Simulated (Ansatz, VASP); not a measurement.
## MoS2 in VASP and in Ansatz

INCAR

```
SYSTEM = MoS2
ALGO = Normal
EDIFF = 1E-6
ENCUT = 520
GGA = PE
ISIF = 2
ISMEAR = 0
ISPIN = 2
LASPH = .True.
LCHARG = .False.
LDAU = .True.
LDAUJ = 0 0
LDAUL = 2 -1
LDAUPRINT = 1
LDAUTYPE = 2
LDAUU = 6 0
LMAXMIX = 4
LORBIT = 11
LREAL = .False.
LWAVE = .False.
MAGMOM = 0 0 0
NBANDS = 24
NELM = 150
PREC = Accurate
SIGMA = 0.05
```

Contents of KPOINTS:

```
k-points
0
Gamma
  7 7 7
  0 0 0
```

Contents of POSCAR:

```
MoS2
1.0
    1.5814998900      0.9130793900      6.1233282100
   -1.5814998900      0.9130793900      6.1233282100
    0.0000000000     -1.8261587800      6.1233282100
Mo S
1 2
Direct
    0.0000000000      0.0000000000      0.0000000000
    0.7484000000      0.7484000000      0.7484000000
    0.5849000000      0.5849000000      0.5849000000
```

Input for Ansatz:

```yaml
crystal:
  lattice:
    - [1.58149989, 0.91307939, 6.12332821]
    - [-1.58149989, 0.91307939, 6.12332821]
    - [0.0, -1.82615878, 6.12332821]
  atoms:
    - { symbol: Mo, position: [0.0, 0.0, 0.0], spin: 2.0 }
    - { symbol: S, position: [0.7484, 0.7484, 0.7484] }
    - { symbol: S, position: [0.5849, 0.5849, 0.5849] }
basis:
  ecutwfc: 420
  ecutrho_ratio: 4
kpoints:
  mp_grid: { grid: [7, 7, 7] }
hamiltonian:
  xc: pbe
  hubbard:
    sites:
      - { site: 0, l: d, u_eff: 6.0, starting_ns: [{ spin: up, occupation_matrix: s0up }, { spin: down, occupation_matrix: s0down }] }
    occupation_matrices:
      s0up:
        matrix:
          - [0.13055, -0.21, -0.0618, 0.07715, 0.1973]
          - [-0.21, 0.43738, 0.16192, -0.02413, -0.38911]
          - [-0.0618, 0.16192, 0.16202, 0.25246, -0.14484]
          - [0.07715, -0.02413, 0.25246, 0.88683, 0.0427]
          - [0.1973, -0.38911, -0.14484, 0.0427, 0.38322]
      s0down:
        matrix:
          - [0.02, 0.0, 0.0, 0.0, 0.0]
          - [0.0, 0.02, 0.0, 0.0, 0.0]
          - [0.0, 0.0, 0.02, 0.0, 0.0]
          - [0.0, 0.0, 0.0, 0.02, 0.0]
          - [0.0, 0.0, 0.0, 0.0, 0.02]
    ns_hold: { iters: 12 }
scf:
  occupations: { method: gaussian, width: 0.05 }
  lower_state_search: "off"
  max_iter: 150
output:
  forces: true
  stress: true
  eigenvalues: true
  populations: true
  hubbard: { sites: [{ site: 0, l: d }] }
magnetization:
  spin_polarized: true
```

Alike in both runs: task single point; functional PBE; k mesh 7 × 7 × 7; occupations gaussian, width 0.05 eV; collinear spin; Hubbard terms Mo d U = 6.0 eV.

```csv
,VASP,Ansatz
version,VASP 6.6.1,Ansatz 0.2.0
potentials or method,"VASP PAW PBE potentials, release 64 (Mo_sv, S)","scalar-relativistic, plane waves, PAW"
plane-wave cutoff (eV),520,420
valence electrons in the cell,26,26
```

|  | VASP | Ansatz | Ansatz less VASP |
| --- | --- | --- | --- |
| gap on the k mesh at the Fermi level (eV) | 0.94 | 0.83 | -0.109 |
| least direct gap on the mesh (eV) | 2.02 | 1.79 | -0.237 |
| pressure (GPa) | 13.1 | 9.5 | -3.60 |
| largest component of the traceless stress (GPa) | 4.75 | 4.18 | -0.570 |
| rms of the force components (eV/Å) | 0.808 | 0.596 | -0.2114 |
| net moment per atom (μB) | 0.00 | 0.00 | 0.000 |

The programs project onto different local orbitals, so the same U acts differently. Atom by atom the forces differ by 0.211 eV/Å (rms over components). Ansatz warned: «seeded_moment_not_kept».

Caveats: an odd mesh through Γ misses points on the zone boundary, where band edges often lie; forces of over 1 eV/Å show positions far from the minimum, so gaps and moduli don't describe the material at rest. The state reached can hang on the start; a lower one may exist.
